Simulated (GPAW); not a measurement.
# MoS2 (P6_3/mmc) in GPAW: notebook

The runs below take MoS2 through single point, with LDA, PBE.

All numbers are computed with GPAW 26.7.0; they aren't measurements. Logs are shortened: lines on timing, memory, paths and dates and some standing lists are left out, and cuts for length are marked. The log counts tension as positive stress, the text compression.

**The experiment to reproduce.**

From “Multiwavelength excitation Raman Scattering Analysis of bulk and 2 dimensional MoS2: Vibrational properties of atomically thin MoS2 layers”, 2015, arxiv:1506.03228, for a bulk crystal of MoS2 at 300 K: band gap 1.3 eV (indirect).

The runs below are set against these values where they give the same quantity.

## Step 1: Starting point

The structure is hexagonal, space group P6_3/mmc (No. 194). The conventional cell has a = 3.169 Å, b = 3.169 Å, c = 12.324 Å, α = 90.00°, β = 90.00°, γ = 120.00°. Around Mo (site symmetry -6m2) lie 6 S at 2.41 Å. S (site symmetry 3m) has 3 Mo at 2.41 Å as nearest neighbours.

## Step 2: Single point, LDA

The input, run.py:

```python
from ase import Atoms
from ase.dft.bandgap import bandgap
from ase.io import write
from ase.units import GPa
from gpaw import GPAW, PW

atoms = Atoms(['Mo', 'Mo', 'S', 'S', 'S', 'S'],
              cell=[[3.169, 0.0, 0.0],
                    [-1.5845, 2.7444345046, 0.0],
                    [0.0, 0.0, 12.324]],
              scaled_positions=[[0.6666666667, 0.3333333333, 0.75],
                                [0.3333333333, 0.6666666667, 0.25],
                                [0.6666666667, 0.3333333333, 0.377],
                                [0.3333333333, 0.6666666667, 0.877],
                                [0.6666666667, 0.3333333333, 0.123],
                                [0.3333333333, 0.6666666667, 0.623]],
              pbc=True)

calc = GPAW(mode=PW(450),
            xc='LDA',
            kpts={'size': (8, 8, 2), 'gamma': True},
            occupations={'name': 'fermi-dirac', 'width': 0.05},
            nbands=46,
            maxiter=120,
            txt='gpaw.txt')
atoms.calc = calc
energy = atoms.get_potential_energy()
forces = atoms.get_forces()
stress = atoms.get_stress()
calc.write('gs.gpw')
write('result.traj', atoms)
print(f'Energy: {energy:.6f} eV')
print('Forces (eV/A):')
print(forces.round(4))
print('Stress (GPa):', (stress / GPa).round(3))
print('Fermi level:', round(calc.get_fermi_level(), 4), 'eV')
print(f'Gap: {bandgap(calc)[0]:.4f} eV, direct: {bandgap(calc, direct=True)[0]:.4f} eV')
```

Potentials or basis: the program's PAW data sets (release 1.2.1) made for this functional, pw.

Command:

```sh
> OMP_NUM_THREADS=1 python run.py
```

gpaw.txt:

```text
__  _  _
 | _ |_)|_||  |
 |__||  | ||/\| - 26.7.0

Input parameters:
  mode=PW(ecut=450.00000000000006),
  kpts=MonkhorstPack(size=(8, 8, 2), gamma=True),
  maxiter=120,
  nbands=46,
  occupations=Occupations(name='fermi-dirac', width=0.05),
  xc=XC(name='LDA')

Diagonalizing LCAO Hamiltonian
Converting LCAO to pw mode

        S

           Mo
        S

           S
        Mo

           S

Atoms  # Å, Bohr magnetons
|   | symbol |         x |        y |         z |    initial magnetic moments |
|---|--------|-----------|----------|-----------|-----------------------------|
| 0 |     Mo |  1.584500 | 0.914812 |  9.243000 | ( 0.0000,  0.0000,  0.0000) |
| 1 |     Mo | -0.000000 | 1.829623 |  3.081000 | ( 0.0000,  0.0000,  0.0000) |
| 2 |      S |  1.584500 | 0.914812 |  4.646148 | ( 0.0000,  0.0000,  0.0000) |
| 3 |      S | -0.000000 | 1.829623 | 10.808148 | ( 0.0000,  0.0000,  0.0000) |
| 4 |      S |  1.584500 | 0.914812 |  1.515852 | ( 0.0000,  0.0000,  0.0000) |
| 5 |      S | -0.000000 | 1.829623 |  7.677852 | ( 0.0000,  0.0000,  0.0000) |

Unit cell  # Å
| periodic |         x |        y |         z |   lengths |     angles |
|----------|-----------|----------|-----------|-----------|------------|
|      yes |  3.169000 | 0.000000 |  0.000000 |  3.169000 |  90.000000 |
|      yes | -1.584500 | 2.744435 |  0.000000 |  3.169000 |  90.000000 |
|      yes |  0.000000 | 0.000000 | 12.324000 | 12.324000 | 120.000000 |

Number of symmetries: 12
Symmetry operations  # r_c * U_cc + t_c -> r_c
|    | kind |            matrix            |
|----|------|------------------------------|
|  0 |  σ   |  1, 1, 0,  0,-1, 0,  0, 0, 1 |
|  1 |  S6  |  1, 1, 0, -1, 0, 0,  0, 0,-1 |
|  2 |  E   |  1, 0, 0,  0, 1, 0,  0, 0, 1 |
|  3 |  C2  |  1, 0, 0, -1,-1, 0,  0, 0,-1 |
|  4 |  C2  |  0, 1, 0,  1, 0, 0,  0, 0,-1 |
|  5 |  C3  |  0, 1, 0, -1,-1, 0,  0, 0, 1 |
|  6 |  S6  |  0,-1, 0,  1, 1, 0,  0, 0,-1 |
|  7 |  σ   |  0,-1, 0, -1, 0, 0,  0, 0, 1 |
|  8 |  σ   | -1, 0, 0,  1, 1, 0,  0, 0, 1 |
|  9 |  i   | -1, 0, 0,  0,-1, 0,  0, 0,-1 |
| 10 |  C3  | -1,-1, 0,  1, 0, 0,  0, 0, 1 |
| 11 |  C2  | -1,-1, 0,  0, 1, 0,  0, 0,-1 |

BZ-sampling:
  Number of BZ points: 128
  Number of IBZ points: 20

  Monkhorst-Pack size: [8, 8, 2]
  Monkhorst-Pack shift: [0.0625, 0.0625, 0.25]

K-points  # in reciprocal-cell coordinates
|     |                                coordinates |     weight |
|-----|--------------------------------------------|------------|
|   0 | (  0.00000000,   0.00000000,   0.00000000) | 0.00781250 |
|   1 | (  0.00000000,   0.00000000,   0.50000000) | 0.00781250 |
|   2 | (  0.12500000,   0.00000000,   0.00000000) | 0.04687500 |
|   3 | (  0.12500000,   0.00000000,   0.50000000) | 0.04687500 |
|   4 | (  0.25000000,  -0.12500000,   0.00000000) | 0.04687500 |
|   5 | (  0.25000000,  -0.12500000,   0.50000000) | 0.04687500 |
|   6 | (  0.25000000,   0.00000000,   0.00000000) | 0.04687500 |
|   7 | (  0.25000000,   0.00000000,   0.50000000) | 0.04687500 |
|   8 | (  0.37500000,  -0.12500000,   0.00000000) | 0.09375000 |
|   9 | (  0.37500000,  -0.12500000,   0.50000000) | 0.09375000 |
| ... |                                            |            |
|  19 | (  0.50000000,   0.50000000,   0.50000000) | 0.02343750 |

Plane wave coefficients: 2382
Cutoff: 450.00000000000006 eV

Spin-components: 1 (collinear spins)
Bands:           46
Projectors:      32
Spin-degeneracy: 2
Datatype:        complex128

Parallelization:
  kpt:    1
  domain: 1
  band:   1

Density:
  Valence electrons: 52.0
  Components: 1
  Grid points: [16 16 63]
  Charge: 0.0  # |e|

Potential:
  Grid points: [16 16 63]

species:
  Mo:
    name:    Molybdenum
    Z:       42.0
    valence: 14
    core:    28
    charge:  0.0  # [|e|]
    compensation charges:
      type: gauss
      rc: 0.38  # [Å]
      lmax: 2
    cutoffs:
      filter: 2.16  # [Å]
      core: 1.42  # [Å]
    projectors
    | kind |    occ | energy [eV] | rcut [Å] |
    |------|--------|-------------|----------|
    |   4s |  2.000 |     -64.384 |    1.238 |
    |   5s |  1.000 |      -4.319 |    1.238 |
    |   4p |  6.000 |     -38.595 |    1.296 |
    |   5p |  0.000 |      -1.161 |    1.296 |
    |   4d |  5.000 |      -3.933 |    1.296 |
    |    d |        |      23.278 |    1.296 |

    Using partial waves for Mo as LCAO basis

  S:
    name:    Sulfur
    Z:       16.0
    valence: 6
    core:    10
    charge:  0.0  # [|e|]
    compensation charges:
      type: gauss
      rc: 0.24  # [Å]
      lmax: 2
    cutoffs:
      filter: 1.77  # [Å]
      core: 1.66  # [Å]
    projectors
    | kind |    occ | energy [eV] | rcut [Å] |
    |------|--------|-------------|----------|
    |   3s |  2.000 |     -17.278 |    0.974 |
    |   3p |  4.000 |      -7.106 |    0.979 |
    |    s |        |       9.933 |    0.974 |
    |    p |        |      20.105 |    0.979 |
    |    d |        |       0.000 |    0.900 |

    Using partial waves for S as LCAO basis

Reference energy: -263337.961849  # eV

eigensolver:
  PPCG
  Converge bands: occupied
  niter=2

density mixing:
  MSR1-Mixer
  Pratt-step length: 0.05
  Maximum mixing coefficient: 0.75
  Old densities: 10
  SVD Regularization: 0.005
  Good broyden scale: 1.0
  Trust region scale: 1.0
  Backstep threshold: 4.0
  History deletion threshold: 6.0
  Fourier metric: weight=20.0, sigma=0.015

occupation numbers:
  Fermi-Dirac:
    width: 0.0500  # eV

poisson solver:
  ecut: 3600.0000000000005  # eV

xc functional:
  name: None

convergence criteria:
- Maximum [total energy] change in last 3 cyles: 0.0005 eV / valence electron
- Maximum integral of absolute [dens]ity change: 0.0001 electrons / valence electron
- Maximum integral of absolute [eigenst]ate change: 4e-08 eV^2 / valence electron
maximum number of iterations: 120

SCF iterations
|iter     | |      energy | eigst |  dens |
|---------|-|-------------|-------|-------|
|iter:   1| |  -52.614214 | +0.49 |       |
|iter:   2| |  -51.816616 | -1.18 | -0.99 |
|iter:   3| |  -49.802271 | -1.16 | -1.07 |
|iter:   4| |  -49.632326 | -1.96 | -1.46 |
|iter:   5| |  -49.616257 | -2.60 | -1.79 |
|iter:   6| |  -49.621363c| -3.14 | -2.07 |
|iter:   7| |  -49.604629c| -3.74 | -2.29 |
|iter:   8| |  -49.604543c| -5.26 | -3.02 |
|iter:   9| |  -49.604545c| -6.12 | -3.45 |
|iter:  10| |  -49.604545c| -7.59c| -4.40c|

Converged in 10 steps
Energy contributions relative to reference atoms: (reference = -263337.961849)

Energy contributions:
  Kinetic:          -7.837560
  Coulomb:          -4.912184
  Zero:             -0.329067
  External:          0.000000
  Xc:              -36.525730
  Entropy:          -0.000007
  Spinorbit:         0.000000
  ----------------------------
  Free energy:     -49.604548
  Extrapolated:    -49.604545

dipole moment: (0.000001, 0.000002, 0.000007)  # |e|*Ang

Fermi level: 8.335
Eigenvalues  # (at kpt = [0.000, 0.000, 0.000])
| band index |      eig [eV] | occ [0-2] |
|------------|---------------|-----------|
|          0 |       -53.474 |     2.000 |
|        ... |               |           |
|         18 |         4.693 |     2.000 |
|         19 |         5.777 |     2.000 |
|         20 |         5.777 |     2.000 |
|         21 |         5.824 |     2.000 |
|         22 |         5.824 |     2.000 |
|         23 |         6.750 |     2.000 |
|         24 |         6.787 |     2.000 |
|         25 |         7.946 |     1.999 |
|         26 |        10.024 |     0.000 |
|         27 |        10.024 |     0.000 |
|         28 |        10.052 |     0.000 |
|         29 |        10.052 |     0.000 |
|         30 |        10.200 |     0.000 |
|         31 |        10.200 |     0.000 |
|         32 |        10.375 |     0.000 |
|         33 |        10.375 |     0.000 |
|        ... |               |           |
|         45 |        20.291 |     0.000 |

Gap: 0.903 eV
Transition (v -> c):
  (s=0, k=0, n=25, [0.00, 0.00, 0.00]) -> (s=0, k=8, n=26, [0.38, -0.12, 0.00])
Direct/indirect transitions are different
Direct gap: 1.911 eV
Transition at: (s=0, k=12, n=25, [0.38, 0.38, 0.00])

Forces  # eV/Ang
|        x |       y |        z |
|----------|---------|----------|
|  0.00000 | 0.00000 | -0.00026 |  # Mo   0
|  0.00000 | 0.00000 |  0.00026 |  # Mo   1
| -0.00000 | 0.00000 | -0.52643 |  # S    2
|  0.00000 | 0.00000 | -0.52447 |  # S    3
| -0.00000 | 0.00000 |  0.52447 |  # S    4
| -0.00000 | 0.00000 |  0.52643 |  # S    5

Stress tensor  # eV/Ang^3
|         x |         y |        z |
|-----------|-----------|----------|
|  0.040146 | -0.000000 | 0.000000 |
| -0.000000 |  0.040146 | 0.000000 |
|  0.000000 |  0.000000 | 0.038092 |

# Writing to gs.gpw (mode='')
```

It took 30 s on 1 thread of Intel Xeon Platinum 8488C (Sapphire Rapids), shared host; peak memory 0.2 GiB.

Results:

```yaml
Free_energy: -49.6045 eV
Pressure: -6.3 GPa
Largest_force: 0.526 eV/Å
Band_gap_on_the_k_mesh: 0.90 eV, indirect (least direct gap 1.91 eV)
```

Forces in eV/Å, atoms in the order of the input:
```
Mo   0.000  0.000  0.000
Mo   0.000  0.000  0.000
S    0.000  0.000 -0.526
S    0.000  0.000 -0.524
S    0.000  0.000  0.524
S    0.000  0.000  0.526
```

Stress tensor (GPa, compression positive):
```
-6.43  0.00  0.00
 0.00 -6.43  0.00
 0.00  0.00 -6.10
```

Levels at points of the mesh, in eV from the valence-band top:
```tsv
k point	band 22	band 23	band 24	band 25	band 26	band 27	band 28	band 29	band 30	band 31
(0.00, 0.00, 0.00)	-2.12	-2.12	-1.20	-1.16	0.00	2.08	2.08	2.11	2.11	2.25
(0.00, 0.00, 0.50)	-2.15	-2.15	-2.15	-0.27	-0.27	2.08	2.08	2.08	2.08	2.35
(0.50, 0.50, 0.00)	-2.46	-1.72	-1.52	-1.42	-1.29	1.55	1.60	1.93	2.21	2.75
(0.50, 0.50, 0.50)	-2.60	-1.62	-1.62	-1.34	-1.34	1.57	1.57	2.08	2.08	3.12
```

Caveat: the cutoff is short for stress and forces, so pressures can be off by a GPa or more.

## Step 3: Single point, PBE

The input, run.py:

```python
from ase.dft.bandgap import bandgap
from ase.io import write
from ase.spacegroup import crystal
from ase.units import GPa
from gpaw import GPAW, PW

# Mo 2c
# S 4f
atoms = crystal(['Mo', 'S'],
                basis=[[0.6666666667, 0.3333333333, 0.75],
                       [0.6666666667, 0.3333333333, 0.377]],
                spacegroup=194, setting=1,  # P6_3/mmc
                cellpar=[3.169, 3.169, 12.324, 90.0, 90.0, 120.0],
                primitive_cell=True)

calc = GPAW(mode=PW(500),
            xc='PBE',
            kpts={'size': (8, 8, 2), 'gamma': True},
            occupations={'name': 'fermi-dirac', 'width': 0.05},
            nbands=46,
            maxiter=120,
            txt='gpaw.txt')
atoms.calc = calc
energy = atoms.get_potential_energy()
forces = atoms.get_forces()
stress = atoms.get_stress()
calc.write('gs.gpw')
write('result.traj', atoms)
print(f'Energy: {energy:.6f} eV')
print('Forces (eV/A):')
print(forces.round(4))
print('Stress (GPa):', (stress / GPa).round(3))
print('Fermi level:', round(calc.get_fermi_level(), 4), 'eV')
print(f'Gap: {bandgap(calc)[0]:.4f} eV, direct: {bandgap(calc, direct=True)[0]:.4f} eV')
```

Potentials or basis: GPAW PAW data sets (gpaw-data 1.2.1), pw.

Command:

```sh
> OMP_NUM_THREADS=1 python run.py
```

It took 43 s on 1 thread of Intel Xeon Platinum 8488C (Sapphire Rapids), shared host; peak memory 0.22 GiB.

The run converged. Its results:

```yaml
Free_energy: -44.1332 eV
Pressure: 1.9 GPa
Largest_force: 0.057 eV/Å
Band_gap_on_the_k_mesh: 0.97 eV, indirect (least direct gap 1.91 eV)
```

Forces on the atoms (eV/Å):
```
Mo   0.000  0.000  0.000
Mo   0.000  0.000  0.000
S    0.000  0.000 -0.057
S    0.000  0.000 -0.057
S    0.000  0.000  0.057
S    0.000  0.000  0.057
```

Stress tensor (GPa, compression positive):
```
1.74 0.00 0.00
0.00 1.74 0.00
0.00 0.00 2.19
```

Levels at points of the mesh, in eV from the valence-band top:
| k point | band 23 | band 24 | band 25 | band 26 | band 27 | band 28 | band 29 | band 30 |
| --- | --- | --- | --- | --- | --- | --- | --- | --- |
| (0.00, 0.00, 0.00) | -2.10 | -1.18 | -1.14 | 0.00 | 2.09 | 2.09 | 2.12 | 2.12 |
| (0.00, 0.00, 0.50) | -2.13 | -2.13 | -0.26 | -0.26 | 2.10 | 2.10 | 2.10 | 2.10 |
| (0.50, 0.50, 0.00) | -1.72 | -1.52 | -1.39 | -1.27 | 1.57 | 1.62 | 1.97 | 2.23 |
| (0.50, 0.50, 0.50) | -1.62 | -1.62 | -1.32 | -1.32 | 1.59 | 1.59 | 2.11 | 2.11 |

Caveat: the cutoff is short for stress and forces, so pressures can be off by a GPa or more; this functional lacks dispersion, which binds the layers, so the pressure and a relaxed spacing across them are unreliable.

## Step 4: Against experiment

Step 2. Measured gap of MoS2: 1.3 eV (indirect; 300 K; “Multiwavelength excitation Raman Scattering Analysis of bulk and 2 dimensional MoS2: Vibrational properties of atomically thin MoS2 layers”, 2015, arxiv:1506.03228). This calculation gives 0.90 eV (-0.40 eV). Spin-orbit coupling on Mo is left out. The value is that of LDA on a finite k mesh, which can miss the band edges, without temperature or zero-point motion. Semilocal functionals fall short of measured gaps as a rule.

Step 3. A measured gap of MoS2 is 1.3 eV (indirect; 300 K; “Multiwavelength excitation Raman Scattering Analysis of bulk and 2 dimensional MoS2: Vibrational properties of atomically thin MoS2 layers”, 2015, arxiv:1506.03228); the calculated 0.97 eV misses it by -0.33 eV. Spin-orbit coupling on Mo is left out. The value is that of PBE on a finite k mesh, which can miss the band edges, without temperature or zero-point motion. Semilocal functionals fall short of measured gaps as a rule.
